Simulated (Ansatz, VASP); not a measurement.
**Cross-check of Sn32O63 (V_O) between VASP and Ansatz**

Aim: how closely do two programs agree when they are given the same cell, functional and k mesh? The cell is taken from a series of runs on this material, whose earlier steps may have relaxed, scaled, displaced or heated it; both programs get it as it stands.

Method: plane waves, with VASP 6.6.1 beside it; single point at PBEsol, in Ansatz 0.2.0.

### Step 1. Starting point

The cell holds 95 atoms: 32 Sn and 63 O. Cell: a = 11.498 Å, b = 11.498 Å, c = 13.485 Å, α = 54.1°, β = 54.1°, γ = 71.8°. It derives from SnO2 (SnO2 (P4_2/mnm)). Nearest the centre at fractional (0.500, 0.500, 0.347): Sn25 at 2.24 Å, Sn2 at 2.24 Å, Sn31 at 2.25 Å, O85 at 2.50 Å, O42 at 2.82 Å, O44 at 2.82 Å, O81 at 2.82 Å, O83 at 2.82 Å. The cell carries charge +1.

### Step 2. Ansatz: single point, PBEsol

Ansatz runs on its PAW soft_1 files.

A single point gives forces, pressure and levels at one fixed geometry, so differences don't come from the geometry; what else differs is listed under the comparison.

Contents of input.yaml:

```yaml
crystal:
  checkpoint: "../qp1_M1.relax.run"
  host: checkpoint
total_charge: 1
basis:
  ecutwfc: 420
  xc_grid: 2
hamiltonian:
  xc: pbesol
  pseudopotentials: { kind: paw, azcp: { folder: soft_1 }, xc_functional: pbe }
kpoints:
  mp_grid: { grid: [1, 1, 1], shift: [0.25, 0.25, 0.25] }
magnetization:
  spin_polarized: true
  initial_magnetization: 1
  spin_locking: { lock_magnetization: hard }
scf:
  occupations: { method: fixed }
  max_iter: 80
output:
  forces: true
  charged_corrections:
    epsilon: [4.6, 4.6, 4.91]
    static_epsilon: [13.48, 13.48, 10.42]
    defect_position: [0.5, 0.5, 0.346864]
  eigenvalues: true
  eigenstates: { localisation: true }
  efg: {}
checkpoint:
  read: "../qp1_M1.relax.run"
  write: "../qp1_M1.quarter.run"
  compress: false
  write_wavefunctions: false
  write_every: 100000
```

On the command line:

```bash
$ ansatz run input.yaml --threads 32 --pin off --max-ram 84787MiB --backend cuda --events-out ev --progress --plain --runs-dir out --max-vram 78GiB
```

Numbers of over 12 decimals in the logs are rounded to 6 here.

What it wrote:

```text
crystal.checkpoint: the structure is that of <dir>, a `relax` run, at its step 5: its result, under pbesol at a charge of 1 e; 95 atoms read, 0 with a starting moment; crystal.structure_sha256 for this input is
Sn: output.efg is read without spin–orbit coupling, which moves field gradients at and beside such atoms by some per cent and up to a factor of two; PAW files take it under magnetization.noncollinear and magnetization.spin_orbit
Engine: ansatz 0.2.0, aarch64-unknown-linux-gnu
Pseudopotentials: kind: paw
Pseudopotential: Sn, paw, valence charge 14, recommended cutoff 420 eV (normal), soft_1/Sn.paw.azcp
Pseudopotential: O, paw, valence charge 6, recommended cutoff 420 eV (normal), soft_1/O.paw.azcp
Functional definition: PBEsol
  exchange = pbesol_x
  correlation = pbesol_c
device memory: the entry about to start is reckoned to put 9.6 GiB on a device that reports 171.2 GiB free (of which the cap on the GPU budget leaves the run 78.0 GiB)
GPU FFT provider: cuFFT
GPU libraries: cuBLAS 13.8.1, cuFFT 12.4.0, cuSOLVER 12.3.2
GPU matrix products: emulated (plane waves: as basis.precision tells), large ones in fixed point in workspaces of 1.00 GiB
Crystal: 95 atoms, lattice volume = 1168.209 Å³
Basis set: ecut = 420 eV, 22821 PW (Γ), exchange–correlation on 160×160×192 points (8 copies of the dense FFT grid, shifted against one another)
Bands: 508, of which v1, the nominal top of the filled ones, is band 413 counted from 1 (412 counted from 0)
Symmetry: 1 space group operations
Space group: P1 (ITA 1), of the structure as read, at distance tolerance 1.1e-4 Å
Magnetic group: BNS 1.1 (UNI 1), of the structure as read, at distance tolerance 1.1e-4 Å
k-points: 1
Non-local potential: Sn, projectors of the file, l = 0: 2, l = 1: 2, l = 2: 2, l = 3: 1
Non-local potential: O, projectors of the file, l = 0: 2, l = 1: 2, l = 2: 1
PAW form: soft (Blöchl's): semilocal exchange-correlation on the pseudo side does not see the compensation charge
PAW frozen core: Sn, regenerated for the run's functional, and the local potential with it (the file was generated under x = pbe(κ = 0.804, μ = 0.219515), c = pbe(β = 0.066725))
PAW frozen core: O, regenerated for the run's functional, and the local potential with it (the file was generated under x = pbe(κ = 0.804, μ = 0.219515), c = pbe(β = 0.066725))
PAW one-centre angular grid: Sn, 590 points (default); XC on 64 Gauss nodes
PAW one-centre angular grid: O, 110 points (default); XC on 64 Gauss nodes
Initial density: read from a saved state, or passed on in memory by an earlier SCF of this step, an earlier step, the calling program or the single point that the run made first
Stability of the state it starts from, as read at its close in the collinear treatment: not read negative (Ritz values of 1 − χ₀K, real part plus size of imaginary part, from 1.1 to 1.7, by its mixing steps under no symmetry); read among states of the locked total moment alone; its run was given moments
Starting moments: Σ|m| = 1 μB on 95 of 95 sites; this step starts from the density that it was given
Initial wavefunctions: those read from a saved state, or passed on in memory by an earlier step or the calling program
GPU buffer pool allocated for 614400 grid points (all kernels)
GPU transforms: local potential and band sums: pruned to the plane-wave sphere, on 80×80×90
Functional: x = pbesol(κ = 0.804, μ = 0.123457), c = pbesol(β = 0.046)
SCF iter   1: F=—  HF=-225739.808173 eV  |Δ(HF+E_count)|=         —  Δρ=8.94e-7 (↑8.88e-7 ↓8.94e-7)  dr2=3.55e-8  dr2_m=1.52e-10  M=1.000 μB ∫|m|=1.045 μB  Hψ=2495
preconditioner: auto → Resta (q_TF=auto, 2.575 Å⁻¹)  ε∞=3.6  [insulator: Δε(μ)=1.208 eV  Ē_g=19.329 eV  n_scr=352 (ndim 8)  ℏωp=31.2 eV  f_vac=0.027  ε∞_Penn≈3.6]
spin=Collinear: Resta preconditioning applied to the charge; magnetization (m = ρ↑ − ρ↓) channel mixes plain (no charge-response kernel on spin).
SCF iter   2: F=-225739.808173 eV  HF=-225739.808173 eV  |Δ(HF+E_count)|=   1.28e-9  Δρ=6.02e-7 (↑6.02e-7 ↓6.02e-7)  dr2=1.76e-8  dr2_m=8.86e-11  M=1.000 μB ∫|m|=1.045 μB  Hψ=1849
SCF 1 converged in 2 iterations: F = -225739.808173 eV  dr2 = 1.76e-8
  greatest PAW one-centre occupation: 0.997 electrons in one spin orbital (limit 2), on the Sn atom at site 13 (counted from 0), in its partial waves of l = 2
SCF converged after 2 iterations
Stability checked in part: among states of this total moment the steps that led to this state did not find it unstable. No probe was made; neither looks for a lower state of another moment (fixed_total_moment; see scf.lower_state_search)
Magnetization: 1.0000 μB (413.0000 up, 412.0000 down)
Absolute magnetization: 1.0351 μB (∫|ρ↑−ρ↓|, with the PAW one-centre terms)
Spin contamination: 0.0007 ħ² per cell (⟨S²⟩ above its minimum at these occupations)
Per-site moments (μB) at R_I (Å): [(0.00458678, 0.849608), (0.012584, 0.819742), (0.00323455, 0.846087), (0.00278864, 0.841201), (0.00362091, 0.847769), (0.00725636, 0.852843), (0.00362145, 0.847769), (0.00725594, 0.852854), (0.00502484, 0.846086
Free energy (F): -225739.808173 eV
Harris-Foulkes:  -225739.808173 eV  (|F-HF|=4.95e-10)
Internal energy: -225739.808173 eV  (E = F + TS)
E sigma→0 (E₀):  -225739.808173 eV
Fermi energy:    10.106789 (↑ 10.106789, ↓ 9.001384) eV
--- Per-component energies (eV) ---
  E_band       = -2201.077335
  E_kinetic    = 16062.225151
  E_local      = -51615.044800  (includes V_loc(G=0)·N_el)
  E_nonlocal   = 8040.312175
  E_hartree    = 23419.039627
  E_xc         = -8404.556229
  E_vxc        = -8249.893510  (∫ρ·V_xc dr)
  E_paw        = -147505.755493  (= ΣΔE_a)
  E_vpaw       = -13276.818011  (= ΣTr[D̂ρ^β])
  E_aug_tail   = 0.061343  (compensation charges beyond the density's cutoff)
  E_ewald      = -65747.427951
  E_core_change = 11.338004  (= ΣΔE_core)
  E_smearing   = -0.000000  (= −TS)
  E_closure    = 0.000000  (closes the sum)
  E_deformation_potential = 17.437997  (in the stress; not in F)
  Σ components = -225739.808173   (vs F -225739.808173, Δ=0.00e0)
--- Forces (eV/Å), atoms counted from 1 ---
  atom   1  Sn     0.00006144     0.00046795     0.00018302
  atom   2  Sn    -0.00081941    -0.00058160    -0.00376628
  atom   3  Sn    -0.00068935    -0.00057310    -0.00004702
  atom   4  Sn     0.00070895     0.00068471    -0.00112931
  atom   5  O     -0.00015022     0.00056084     0.00028637
  atom   6  O      0.00037007     0.00004269    -0.00031790
  [... 89 more lines of this table ...]
  max |Σ_I F_I| component: 9.22e-6 eV/Å
--- PAW observables at the nuclei: V_zz in 10²¹ V/m², potentials from the cell's mean, atoms counted from 1 ---
  atom   1  Sn V_zz =    -5.367777   η = 0.9448   by run symmetry: allowed
            electrostatic potential = -8174.314633 V   contact ρ = 1309570.438922 e/Å³   contact ρ_s (e/Å³): all electrons +2.984756, valence +2.948924
  atom   2  Sn V_zz =   +12.346020   η = 0.0899   by run symmetry: allowed
            electrostatic potential = -8173.867297 V   contact ρ = 1309595.289706 e/Å³   contact ρ_s (e/Å³): all electrons +7.865698, valence +7.775672
  atom   3  Sn V_zz =    +6.287932   η = 0.5034   by run symmetry: allowed
            electrostatic potential = -8174.389678 V   contact ρ = 1309568.557578 e/Å³   contact ρ_s (e/Å³): all electrons +2.164377, valence +2.138037
  [... 184 more lines of this table ...]
--- Charged-cell corrections in eV (Makov–Payne, q = +1.000 e, ε = [4.600, 4.600, 4.910] of the electrons, [13.480, 13.480, 10.420] with the ions) ---
  F (periodic)     = -225739.808173  (uncorrected; the corrections below are reported, never added to it)
  E_corr1          = +0.419958  (monopole, q²α_M/2ε̄L, of the cell on which ε is isotropic)
  F Makov-Payne    = n/a  (the rows are of the electrons' constant alone; ansatz place-levels tells what screens the charge)
  no potential alignment in this run, which stands beside a crystal: run the host's input off ansatz write-host-input, and read the two finished runs by ansatz place-levels (neither reads a slab, a wire or a sheet, whose cell leaves a vacuum)
--- Band table (eV) ---
  k-point 0 ↑: bands = ["-12.0539", "-12.0278", "-11.9728", "-11.9370", "-11.9203", "-11.8529", "-11.7768", "-11.7428", "-11.7392", "-11.7348", "-11.7332", "-11.6798", "-11.6664", "-11.6393", "-11.639
  k-point 0 ↓: bands = ["-12.0403", "-12.0167", "-11.9611", "-11.9239", "-11.9130", "-11.8444", "-11.7708", "-11.7382", "-11.7329", "-11.7290", "-11.7281", "-11.6739", "-11.6614", "-11.6349", "-11.633
```

### Step 3. VASP: single point, PBEsol

The same cell, functional and mesh now go to VASP, with its own data sets.

Lines of VASP's logs that name or quote its potential files are left out, and so is its time.

Contents of INCAR:

```
SYSTEM = Sn32O63
PREC = Accurate
ENCUT = 520
EDIFF = 1E-06
NELM = 200
ISMEAR = 0
SIGMA = 0.01
LREAL = Auto
ALGO = Normal
GGA = PS
NELECT = 825
NBANDS = 480
ISPIN = 2
MAGMOM = 0 0.01 0 0 0 0 0 0 0 0 0 0 0 0 0 0 0 0 0 0 0 0 0 0 0.01 0 0.01 0 0 0 0.01 0 0 0.01 0 0.01 0 0 0 0 0 0.01 0 0.01 0 0 0 0.01 0.01 0.01 0.01 0.01 0.01 0 0.01 0 0 0 0 0 0 0 0 0 0.01 0.01 0.01 0.01 0.01 0 0.01 0 0 0 0 0 0 0 0 0 0.01 0 0.01 0 0.03 0.01 0.01 0 0 0 0 0 0 0 0
LORBIT = 11
LWAVE = .FALSE.
LCHARG = .FALSE.
ISIF = 2
ISYM = 0
NUPDOWN = 1
LASPH = .TRUE.
GGA_COMPAT = .FALSE.
NCORE = 2
```

Contents of POSCAR:

```
Sn32O63
1.0
    0.0000000000      9.5356236445      6.4238053132
    9.5356236445      0.0000000000      6.4238053132
    9.5356236445      9.5356236445      0.0000000000
Sn O
32 63
Direct
    0.1247600000      0.1247800000      0.1226900000
    0.3652700000      0.3653000000      0.3756700000
[... 2 atom lines left out ...]
    0.1218700000      0.1218900000      0.6279200000
[... 2 atom lines left out ...]
    0.2499900000      0.2500200000      0.7484900000
[... 1 atom line left out ...]
    0.3736300000      0.8751900000      0.3751700000
    0.0005400000      0.5005300000      0.9999900000
    0.2485300000      0.7511000000      0.2500700000
    0.1245000000      0.6260100000      0.6242900000
[... 1 atom line left out ...]
    0.9990800000      0.4991600000      0.5013900000
[... 2 atom lines left out ...]
    0.8751700000      0.3736600000      0.3751700000
    0.5005000000      0.0005600000      0.9999800000
    0.7510800000      0.2485500000      0.2500700000
    0.6259900000      0.1245200000      0.6242900000
[... 1 atom line left out ...]
    0.4991400000      0.9991100000      0.5013800000
[... 1 atom line left out ...]
    0.6344100000      0.6344400000      0.1064600000
[... 1 atom line left out ...]
    0.4998100000      0.4998300000      0.0012500000
    0.7496500000      0.7496700000      0.2488800000
[... 1 atom line left out ...]
    0.8777800000      0.8778100000      0.8720300000
    0.4998300000      0.4998600000      0.5140300000
[... 4 atom lines left out ...]
    0.4707400000      0.2783700000      0.1296700000
[... 1 atom line left out ...]
    0.2437400000      0.2438000000      0.4060100000
[... 3 atom lines left out ...]
    0.2826200000      0.4736900000      0.6140500000
[... 1 atom line left out ...]
    0.4736700000      0.2826300000      0.6140700000
[... 3 atom lines left out ...]
    0.2487700000      0.2487800000      0.5960100000
[... 2 atom lines left out ...]
    0.2253500000      0.5270000000      0.3774300000
    0.4727400000      0.7742100000      0.1299700000
    0.9998500000      0.4997700000      0.1537200000
    0.2487800000      0.7509700000      0.4026100000
[... 1 atom line left out ...]
    0.2505400000      0.7490500000      0.0976600000
[... 4 atom lines left out ...]
    0.9996200000      0.5000500000      0.6537100000
[... 2 atom lines left out ...]
    0.2532800000      0.7463700000      0.5969300000
    0.5269700000      0.2253800000      0.3774100000
    0.7741900000      0.4727700000      0.1299500000
[... 2 atom lines left out ...]
    0.4997300000      0.9998900000      0.1537200000
    0.7509200000      0.2488300000      0.4026100000
[... 1 atom line left out ...]
    0.7490500000      0.2505400000      0.0976600000
[... 4 atom lines left out ...]
    0.5000100000      0.9996600000      0.6537100000
[... 2 atom lines left out ...]
    0.7463700000      0.2532900000      0.5969300000
    0.5260100000      0.7171000000      0.3709700000
[... 1 atom line left out ...]
    0.7170700000      0.5260400000      0.3709900000
[... 1 atom line left out ...]
    0.4998400000      0.4998600000      0.1613100000
[... 1 atom line left out ...]
    0.7508400000      0.7508400000      0.0939800000
    0.5289000000      0.7213200000      0.8791800000
[... 1 atom line left out ...]
    0.7213000000      0.5289200000      0.8792100000
[... 1 atom line left out ...]
    0.4998400000      0.4998900000      0.6599700000
    0.7559300000      0.7560100000      0.8938400000
[... 1 atom line left out ...]
    0.7515700000      0.7515800000      0.5947700000
```

Contents of KPOINTS:

```
Points of the shifted mesh
1
Reciprocal
 0.2500000000  0.2500000000  0.2500000000 1
```

The projector-augmented-wave data sets are Sn_d and O (PBE family, release 64).

On the command line:

```bash
$ mpirun -np 8 vasp_std
```

What it wrote:

```text
[banner, memory and clock lines left out]
running    8 mpi-ranks, on    1 nodes
[...]
|                                                                             |
|               ----> ADVICE to this user running VASP <----                  |
|                                                                             |
|     You enforced a specific xc type in the INCAR file but a different       |
|     [... a line on the potential file left out ...]
|     I HOPE YOU KNOW WHAT YOU ARE DOING!                                     |
|                                                                             |

 LDA part: xc-table for (Slater+PW92), standard interpolation
 POSCAR, INCAR and KPOINTS ok, starting setup
[...]
entering main loop
       N       E                     dE             d eps       ncg     rms          rms(c)
DAV:   1     0.187506243809E+05    0.18751E+05   -0.30500E+05  1920   0.273E+03
DAV:   2     0.405176291635E+04   -0.14699E+05   -0.14157E+05  1920   0.863E+02
DAV:   3    -0.118275330388E+03   -0.41700E+04   -0.39490E+04  2000   0.353E+02
DAV:   4    -0.687239642108E+03   -0.56896E+03   -0.55500E+03  2216   0.137E+02
DAV:   5    -0.718004104779E+03   -0.30764E+02   -0.30295E+02  2272   0.308E+01BRMIX: very serious problems
 the old and the new charge density differ
 old charge density:   826.00000 new  825.00000
    0.578E+01
DAV:   6    -0.631492313979E+03    0.86512E+02   -0.32399E+02  2912   0.703E+01    0.218E+01
DAV:   7    -0.633380942017E+03   -0.18886E+01   -0.39492E+01  2128   0.968E+00    0.131E+01
DAV:   8    -0.632876203722E+03    0.50474E+00   -0.65276E+00  2624   0.691E+00    0.360E+00
DAV:   9    -0.632530256315E+03    0.34595E+00   -0.21270E+00  2704   0.539E+00    0.762E-01
[...]
DAV:  15    -0.632544072025E+03   -0.27706E-05   -0.28735E-05  2576   0.201E-02    0.997E-03
DAV:  16    -0.632544071832E+03    0.19264E-06   -0.13061E-05  2424   0.125E-02    0.391E-03
DAV:  17    -0.632544071176E+03    0.65635E-06   -0.38909E-06  1416   0.598E-03
   1 F= -.63254407E+03 E0= -.63254407E+03  d E =-.472854E-14  mag=     1.0000
```

From OUTCAR (step 3):

```text
  FREE ENERGIE OF THE ION-ELECTRON SYSTEM (eV)
  ---------------------------------------------------
  free  energy   TOTEN  =      -632.5440711759 eV

  energy  without entropy=     -632.5440711759  energy(sigma->0) =     -632.54407118

 magnetization (x)
# of ion       s       p       d       tot
------------------------------------------
    1        0.011   0.001   0.001   0.012
    2        0.030   0.011   0.004   0.045
    3        0.008   0.001   0.000   0.009
    4        0.007   0.001   0.000   0.008
    5        0.009   0.001   0.000   0.010
    6        0.007   0.000   0.000   0.007
    7        0.007   0.001   0.000   0.008
    8        0.011   0.001   0.000   0.012
    9        0.008   0.000   0.000   0.009
   10        0.009   0.001   0.000   0.010
   11        0.011   0.001   0.000   0.013
   12        0.010   0.001  -0.000   0.010
   13        0.010   0.001   0.000   0.011
[...]
--------------------------------------------------
tot          0.520   0.237   0.020   0.776
```

The run ends at a pressure of 0.05 GPa, with forces up to 0.046 eV/Å.

### Step 4. Comparison

Known differences besides the potentials themselves: VASP starts from the moments at which Ansatz ended; fixed occupations in Ansatz, narrow Gaussian smearing in VASP; the cutoff is 420 eV in Ansatz and 520 eV in VASP (PREC = Accurate, projectors in real space); Ansatz makes its cores anew for this functional, VASP keeps those of its PBE data sets. Total energies have different zeros and are not compared.

The two programs side by side:

| quantity | Ansatz | VASP | difference |
| --- | --- | --- | --- |
| total moment, fixed by the input (μB) | 1.00 | 1.00 | 0.00 |

At this near-relaxed geometry the largest component of a force difference is 43 meV/Å. The cell carries a charge of +1 e against a uniform background, so its pressure also hangs on how the neutralising background is counted, and in a defect's cell a gap may be the spacing between its levels.

### Step 5. Outcome

```
difference in total moment, fixed by the input (single point, PBEsol) : 0 μB
r.m.s. force difference (single point, PBEsol)                        : 12 meV/Å
```

In words: The r.m.s. force difference is 12 meV/Å (single point, PBEsol), at about the 12 meV/Å picked in this series as the mark of a large difference. How closely two codes agree says nothing of how well the functional describes the real material.

[Lines on the potential files, build, host, timing and source positions are cut from VASP's logs without a mark.]

[Logs are printed without paths, hosts, clocks, repeated set-up lines and the standing remarks that a program may print on its own settings, such as how far it seeks lower states.]

[Hosts, paths, dates, database ids (printed as entryN), source tags and the programs' standing remarks are cut or masked in the printed files.]
